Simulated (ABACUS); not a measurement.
# Rh (Fm-3m) in ABACUS: a series of runs

The runs below take Rh through single point, relaxation of cell and atoms, with revTPSS.

Everything below comes from runs of ABACUS 3.10.1. Logs are shortened: lines on timing, memory, paths and dates and some standing lists are left out, and cuts for length are marked.

## Step 1: The crystal as given

The structure is cubic, space group Fm-3m (No. 225). Conventional cell: a = 3.796 Å, b = 3.796 Å, c = 3.796 Å, α = 90.00°, β = 90.00°, γ = 90.00°. Rh (site symmetry m-3m) has 12 Rh at 2.68 Å as nearest neighbours.

## Step 2: Single point, revTPSS

Contents of run_abacus.py:

```python
"""ABACUS run from a structure file: ASE reads it, the script writes STRU, KPT and INPUT."""
import re
import subprocess
import spglib
from ase import Atoms
from ase.io import read
from ase.units import Bohr

atoms = read("Rh.cif")
cell, frac, numbers = spglib.standardize_cell((atoms.cell[:], atoms.get_scaled_positions(), atoms.numbers), to_primitive=True, symprec=1e-4)
atoms = Atoms(numbers=numbers, cell=cell, scaled_positions=frac, pbc=True)  # the primitive cell
atoms = atoms[(-atoms.numbers).argsort(kind="stable")]  # ABACUS lists atoms element by element
pseudo = {'Rh': 'Rh_ONCV_PBE-1.2.upf'}
orbital = {}
magmoms = None
kmesh = [8, 8, 8]
params = {
    'suffix': 'Rh',
    'calculation': 'scf',
    'basis_type': 'pw',
    'pseudo_dir': './',
    'symmetry': 1,
    'dft_functional': 'MGGA_X_REVTPSS+MGGA_C_REVTPSS',
    'ecutwfc': 103,
    'pseudo_rcut': 10,
    'nspin': 1,
    'nbands': 19,
    'ks_solver': 'dav',
    'smearing_method': 'fd',
    'smearing_sigma': 0.00367493,
    'scf_thr': 1e-08,
    'scf_nmax': 100,
    'mixing_type': 'broyden',
    'mixing_beta': 0.7,
    'cal_force': 1,
    'cal_stress': 1,
    'mixing_tau': 1,
    'out_chg': 1,
    'out_pot': 2,
    'out_elf': 1,
}

symbols = atoms.get_chemical_symbols()
elements = list(dict.fromkeys(symbols))
lines = ["ATOMIC_SPECIES"] + [f"{e} {atoms.get_masses()[symbols.index(e)]:.4f} {pseudo[e]}" for e in elements]
if orbital:
    lines += ["", "NUMERICAL_ORBITAL"] + [orbital[e] for e in elements]
lines += ["", "LATTICE_CONSTANT", f"{1 / Bohr:.10f}", "", "LATTICE_VECTORS"]
lines += [" ".join(f"{x:.10f}" for x in v) for v in atoms.cell]
lines += ["", "ATOMIC_POSITIONS", "Direct"]
for e in elements:
    lines += ["", e, "0.0", str(symbols.count(e))]
    for i, p in enumerate(atoms.get_scaled_positions(wrap=False)):
        if symbols[i] == e:
            mag = "" if magmoms is None else " mag " + " ".join(str(x) for x in (magmoms[i] if isinstance(magmoms[i], list) else [magmoms[i]]))
            lines.append(" ".join(f"{x:.10f}" for x in p) + " 1 1 1" + mag)
open("STRU", "w").write("\n".join(lines) + "\n")
open("KPT", "w").write("K_POINTS\n0\nGamma\n%d %d %d 0 0 0\n" % tuple(kmesh))
open("INPUT", "w").write("INPUT_PARAMETERS\n" + "".join(f"{k:<20s}{v}\n" for k, v in params.items()))

done = subprocess.run(['mpirun', '-np', '4', 'abacus'])
if done.returncode:
    raise SystemExit(done.returncode)
log = open("OUT.Rh/running_scf.log").read()
print("final energy (eV):", re.findall(r"FINAL_ETOT_IS (\S+)", log))
```

Contents of Rh.cif:

```cif
data_Rh
_cell_length_a 3.79570000
_cell_length_b 3.79570000
_cell_length_c 3.79570000
_cell_angle_alpha 90.00000000
_cell_angle_beta 90.00000000
_cell_angle_gamma 90.00000000
_space_group_name_H-M_alt 'Fm-3m'
_space_group_name_Hall '-F 4 2 3'
_space_group_IT_number 225
loop_
_space_group_symop_operation_xyz
'x,y,z'
'-x,-y,-z'
'-y,x,z'
'y,-x,-z'
'-x,-y,z'
'x,y,-z'
'y,-x,z'
'-y,x,-z'
'x,-y,-z'
'-x,y,z'
'-y,-x,-z'
'y,x,z'
'-x,y,-z'
'x,-y,z'
'y,x,-z'
'-y,-x,z'
'z,x,y'
'-z,-x,-y'
'z,-y,x'
'-z,y,-x'
'z,-x,-y'
'-z,x,y'
'z,y,-x'
'-z,-y,x'
'-z,x,-y'
'z,-x,y'
'-z,-y,-x'
'z,y,x'
'-z,-x,y'
'z,x,-y'
'-z,y,x'
'z,-y,-x'
'y,z,x'
'-y,-z,-x'
'x,z,-y'
'-x,-z,y'
'-y,z,-x'
'y,-z,x'
'-x,z,y'
'x,-z,-y'
'-y,-z,x'
'y,z,-x'
'-x,-z,-y'
'x,z,y'
'y,-z,-x'
'-y,z,x'
'x,-z,y'
'-x,z,-y'
'x,y+1/2,z+1/2'
'-x,-y+1/2,-z+1/2'
'-y,x+1/2,z+1/2'
[... 62 lines left out ...]
'-z+1/2,-x,-y+1/2'
'z+1/2,-y,x+1/2'
'-z+1/2,y,-x+1/2'
'z+1/2,-x,-y+1/2'
'-z+1/2,x,y+1/2'
'z+1/2,y,-x+1/2'
'-z+1/2,-y,x+1/2'
'-z+1/2,x,-y+1/2'
'z+1/2,-x,y+1/2'
'-z+1/2,-y,-x+1/2'
'z+1/2,y,x+1/2'
'-z+1/2,-x,y+1/2'
'z+1/2,x,-y+1/2'
'-z+1/2,y,x+1/2'
'z+1/2,-y,-x+1/2'
'y+1/2,z,x+1/2'
'-y+1/2,-z,-x+1/2'
'x+1/2,z,-y+1/2'
'-x+1/2,-z,y+1/2'
'-y+1/2,z,-x+1/2'
'y+1/2,-z,x+1/2'
'-x+1/2,z,y+1/2'
'x+1/2,-z,-y+1/2'
'-y+1/2,-z,x+1/2'
'y+1/2,z,-x+1/2'
'-x+1/2,-z,-y+1/2'
'x+1/2,z,y+1/2'
'y+1/2,-z,-x+1/2'
'-y+1/2,z,x+1/2'
'x+1/2,-z,y+1/2'
'-x+1/2,z,-y+1/2'
'x+1/2,y+1/2,z'
'-x+1/2,-y+1/2,-z'
'-y+1/2,x+1/2,z'
'y+1/2,-x+1/2,-z'
'-x+1/2,-y+1/2,z'
'x+1/2,y+1/2,-z'
'y+1/2,-x+1/2,z'
'-y+1/2,x+1/2,-z'
'x+1/2,-y+1/2,-z'
'-x+1/2,y+1/2,z'
'-y+1/2,-x+1/2,-z'
'y+1/2,x+1/2,z'
'-x+1/2,y+1/2,-z'
'x+1/2,-y+1/2,z'
'y+1/2,x+1/2,-z'
'-y+1/2,-x+1/2,z'
'z+1/2,x+1/2,y'
'-z+1/2,-x+1/2,-y'
'z+1/2,-y+1/2,x'
'-z+1/2,y+1/2,-x'
'z+1/2,-x+1/2,-y'
'-z+1/2,x+1/2,y'
'z+1/2,y+1/2,-x'
'-z+1/2,-y+1/2,x'
'-z+1/2,x+1/2,-y'
'z+1/2,-x+1/2,y'
'-z+1/2,-y+1/2,-x'
'z+1/2,y+1/2,x'
'-z+1/2,-x+1/2,y'
'z+1/2,x+1/2,-y'
'-z+1/2,y+1/2,x'
'z+1/2,-y+1/2,-x'
'y+1/2,z+1/2,x'
'-y+1/2,-z+1/2,-x'
'x+1/2,z+1/2,-y'
'-x+1/2,-z+1/2,y'
'-y+1/2,z+1/2,-x'
'y+1/2,-z+1/2,x'
'-x+1/2,z+1/2,y'
'x+1/2,-z+1/2,-y'
'-y+1/2,-z+1/2,x'
'y+1/2,z+1/2,-x'
'-x+1/2,-z+1/2,-y'
'x+1/2,z+1/2,y'
'y+1/2,-z+1/2,-x'
'-y+1/2,z+1/2,x'
'x+1/2,-z+1/2,y'
'-x+1/2,z+1/2,-y'
loop_
_atom_site_label
_atom_site_type_symbol
_atom_site_symmetry_multiplicity
_atom_site_Wyckoff_symbol
_atom_site_fract_x
_atom_site_fract_y
_atom_site_fract_z
_atom_site_occupancy
Rh1 Rh 4 a 0.0000000000 0.0000000000 0.0000000000 1
```

Potentials or basis: SG15 ONCV 1.2 PBE, plane waves.

Started as:

```sh
$ OMP_NUM_THREADS=1 python run_abacus.py > log
```

running log:

```text
ABACUS v3.10.1

               Atomic-orbital Based Ab-initio Computation at UStc

 ------------------------------------------------------------------------------------

 READING GENERAL INFORMATION
                           global_out_dir = OUT.Rh/
                           global_in_card = INPUT
                               pseudo_dir = ./
                              orbital_dir =
                                    DSIZE = 4
                                    GSIZE = 1

 READING UNITCELL INFORMATION
                                    ntype = 1
                  lattice constant (Bohr) = 1.88973
              lattice constant (Angstrom) = 1

 READING ATOM TYPE 1
                               atom label = Rh
                      L=0, number of zeta = 1
                      L=1, number of zeta = 1
                      L=2, number of zeta = 1
             number of atom for this type = 1

                        TOTAL ATOM NUMBER = 1
DIRECT COORDINATES
    atom                   x                   y                   z     mag                  vx                  vy                  vz
taud_Rh1            0.0000000000        0.0000000000        0.0000000000  0.0000        0.0000000000        0.0000000000        0.0000000000

                          Volume (Bohr^3) = 92.2597
                             Volume (A^3) = 13.6715

 Lattice vectors: (Cartesian coordinate: in unit of a_0)
                   +0            +1.89785            +1.89785
             +1.89785                  +0            +1.89785
             +1.89785            +1.89785                  +0
 Reciprocal vectors: (Cartesian coordinate: in unit of 2 pi/a_0)
            -0.263456           +0.263456           +0.263456
            +0.263456           -0.263456           +0.263456
            +0.263456           +0.263456           -0.263456
 The esolver type has been set to : ksdft_pw

                PAO radial cut off (Bohr) = 10

 Read in pseudopotential file is Rh_ONCV_PBE-1.2.upf
                     pseudopotential type = NC
          exchange-correlation functional = PBE
                 nonlocal core correction = 0
                        valence electrons = 17
                                     lmax = 2
                           number of zeta = 0
                     number of projectors = 6
                           L of projector = 0
                           L of projector = 0
                           L of projector = 1
                           L of projector = 1
                           L of projector = 2
                           L of projector = 2
 XC functional updated to : MGGA_X_REVTPSS+MGGA_C_REVTPSS
          exchange-correlation functional = MGGA_X_REVTPSS+MGGA_C_REVTPSS
     initial pseudo atomic orbital number = 0

 SETUP THE ELECTRONS NUMBER
            electron number of element Rh = 17
      total electron number of element Rh = 17
            AUTOSET number of electrons:  = 17
                           occupied bands = 9
                                   NBANDS = 19
                                   NLOCAL = 9

[... 115 lines left out ...]
                               nkstot now = 29
[... K-POINTS DIRECT COORDINATES: 29 rows ...]

           k-point number in this process = 29
       minimum distributed K point number = 29
[... stars of the k points ...]

[... K-POINTS CARTESIAN COORDINATES: 29 rows ...]

[... K-POINTS DIRECT COORDINATES: 29 rows ...]

 SETUP PLANE WAVES FOR WAVE FUNCTIONS
     energy cutoff for wavefunc (unit:Ry) = 103
              fft grid for wave functions = [ 36, 36, 36 ]
                    number of plane waves = 2229
                         number of sticks = 223

 PARALLEL PW FOR WAVE FUNCTIONS
     PROC   COLUMNS(POT)             PW
        1             55            557
        2             56            556
        3             56            558
        4             56            558
 --------------- sum -------------------
        4            223           2229

 SETUP NONLOCAL PSEUDOPOTENTIALS IN PLANE WAVE BASIS
 Rh non-local projectors:
 projector 1 L=0
 projector 2 L=0
 projector 3 L=1
 projector 4 L=1
 projector 5 L=2
 projector 6 L=2
      TOTAL NUMBER OF NONLOCAL PROJECTORS = 18

 Init Non-Local PseudoPotential table :
 Init Non-Local-Pseudopotential done.

                                     npwx = 419

 -------------------------------------------
 SELF-CONSISTENT
 -------------------------------------------
                                 init_chg = atomic

 PW ALGORITHM --------------- ION=   1  ELEC=   1--------------------------------
 Notice: Threshold on eigenvalues was too large.
 hsover_error=0.17 > DRHO=0.020848
 Origin diag ethr = 0.01
 New diag ethr = 0.000122636

 Density error is 0.0187311512895
                          Error Threshold = 0.000122635553709
----------------------------------------------------------
     Energy           Rydberg                 eV
----------------------------------------------------------
 E_KohnSham     -216.8618985411      -2950.5574992575
 E_Harris       -217.5302846459      -2959.6513587460
 E_Fermi        1.7651720142         24.0163973437
----------------------------------------------------------
[... 51 lines left out ...]
 Density error is 2.98797143912e-09
                          Error Threshold = 3.17701002839e-08
----------------------------------------------------------
     Energy           Rydberg                 eV
----------------------------------------------------------
 E_KohnSham     -216.8918844309      -2950.9654782173
 E_KS(sigma->0) -216.8913527510      -2950.9582443422
 E_Harris       -216.8918986118      -2950.9656711588
 E_band         -5.2394505117        -71.2863813482
 E_one_elec     -44.3026627854       -602.7686504536
 E_Hartree      33.8979201673        461.2048646239
 E_xc           -21.7578050863       -296.0301251472
 E_Ewald        -184.7282733668      -2513.3570994901
 E_entropy(-TS) -0.0010633597        -0.0144677503
 E_descf        0.0000000000         0.0000000000
 E_exx          0.0000000000         0.0000000000
 E_Fermi        1.7209781868         23.4151094745
----------------------------------------------------------

 charge density convergence is achieved
 final etot is -2950.9654782 eV
 EFERMI = 23.415109474 eV
The vacuum level is 22.605638465 eV

 STATE ENERGY(eV) AND OCCUPATIONS    NSPIN == 1
 1/29 kpoint (Cartesian) = 0.0000 0.0000 0.0000 (404 pws)
       1       -55.8633     0.00390625
       2       -23.2587     0.00390625
       3       -23.2587     0.00390625
       4       -23.2587     0.00390625
       5        15.3428     0.00390625
       6        20.2770     0.00390625
[... 104 lines left out ...]
       6        19.7475      0.0234375
[... 11 lines left out ...]
      18        56.2894        0.00000
      19        56.4625        0.00000

[... levels at 23 further k points ...]

------------------------------------------------------------------------------------------
 TOTAL-FORCE (eV/Angstrom)
------------------------------------------------------------------------------------------
                       Rh1         0.0000000000         0.0000000000         0.0000000000
------------------------------------------------------------------------------------------

----------------------------------------------------------------
 TOTAL-STRESS (KBAR)
----------------------------------------------------------------
       -20.5010129126        -0.0000000000        -0.0000000000
         0.0000000000       -20.5010129126         0.0000000000
        -0.0000000000        -0.0000000000       -20.5010129126
----------------------------------------------------------------
 TOTAL-PRESSURE: -20.501013 KBAR

 --------------------------------------------
 !FINAL_ETOT_IS -2950.9654782173010972 eV
 --------------------------------------------
```

It took 20 s on 4 MPI ranks of Intel Xeon Platinum 8375C at 2.90GHz (Ice Lake), shared host; peak memory 0.36 GiB.

What came out:

```yaml
Free_energy: -2950.9655 eV
Pressure: -2.1 GPa
Band_gap_on_the_k_mesh: none (metal or under the smearing width)
```

Caveat: the potentials were made for another functional, which shifts forces and pressure.

## Step 3: Relaxation of cell and atoms, revTPSS

Contents of INPUT:

```
INPUT_PARAMETERS
suffix              Rh
calculation         cell-relax
basis_type          pw
pseudo_dir          ./
symmetry            1
dft_functional      MGGA_X_REVTPSS+MGGA_C_REVTPSS
ecutwfc             103
pseudo_rcut         10
nspin               1
nbands              13
ks_solver           dav
smearing_method     fd
smearing_sigma      0.00367493
scf_thr             1e-08
scf_nmax            100
mixing_type         broyden
mixing_beta         0.7
cal_force           1
cal_stress          1
mixing_tau          1
relax_nmax          60
force_thr_ev        0.01
relax_method        cg
out_stru            1
stress_thr          0.5
kpar                4
```

Contents of STRU:

```
ATOMIC_SPECIES
Rh 102.9055 Rh_ONCV_PBE-1.2.upf

LATTICE_CONSTANT
1.8897261246

LATTICE_VECTORS
0.0000000000 1.8978500000 1.8978500000
1.8978500000 0.0000000000 1.8978500000
1.8978500000 1.8978500000 0.0000000000

ATOMIC_POSITIONS
Cartesian

Rh
0.0
1
0.0000000000 0.0000000000 0.0000000000 1 1 1
```

Contents of KPT:

```
K_POINTS
0
Gamma
8 8 8 0 0 0
```

Potentials or basis: SG15 ONCV 1.2 PBE, plane waves.

Started as:

```sh
$ OMP_NUM_THREADS=1 mpirun -np 4 abacus > log
```

Run time: 28 s. Hardware: 4 MPI ranks of Intel Xeon Platinum 8375C at 2.90GHz (Ice Lake), shared host; peak memory 0.36 GiB.

It converged, with:

```yaml
Free_energy: -2950.9661 eV
Relaxed_volume: 13.57 Å³/atom
Relaxed_cell: a = 2.678 Å, b = 2.678 Å, c = 2.678 Å, α = 60.00°, β = 60.00°, γ = 60.00°
Space_group_after_relaxing_to_0.05_Å: Fm-3m (No. 225)
Energy_gained_by_relaxing: 0.6 meV/atom
Ionic_steps: 3
Pressure_after_relaxing: 0.0 GPa
Band_gap_on_the_k_mesh: none (metal or under the smearing width)
```

Step by step:
```csv
step,energy change (eV),largest force (eV/Å),pressure (GPa),volume (Å³)
1,0.0000,0.0000,-2.11,13.67
2,0.0044,0.0000,6.18,13.31
3,-0.0006,0.0000,0.01,13.57
```

Final structure:
```
CELL_PARAMETERS angstrom
0.00000 1.89333 1.89333
1.89333 0.00000 1.89333
1.89333 1.89333 0.00000
ATOMIC_POSITIONS crystal
Rh 0.00000 0.00000 0.00000
```

Levels at points of the mesh, in eV from the Fermi level:
| k point | band 4 | band 5 | band 6 | band 7 | band 8 | band 9 | band 10 | band 11 | band 12 | band 13 |
| --- | --- | --- | --- | --- | --- | --- | --- | --- | --- | --- |
| (0.00, 0.00, 0.00) | -46.69 | -8.12 | -3.17 | -3.17 | -3.17 | -1.06 | -1.06 | 16.19 | 21.78 | 21.78 |
| (0.50, 0.50, 0.50) | -46.79 | -6.29 | -3.28 | -3.28 | 0.57 | 0.57 | 0.65 | 8.79 | 15.61 | 21.77 |
| (0.50, 0.50, 0.00) | -46.97 | -6.56 | -6.14 | 0.51 | 1.01 | 1.01 | 3.27 | 12.40 | 13.53 | 13.53 |

Caveat: the potentials were made for another functional, which shifts forces and pressure.
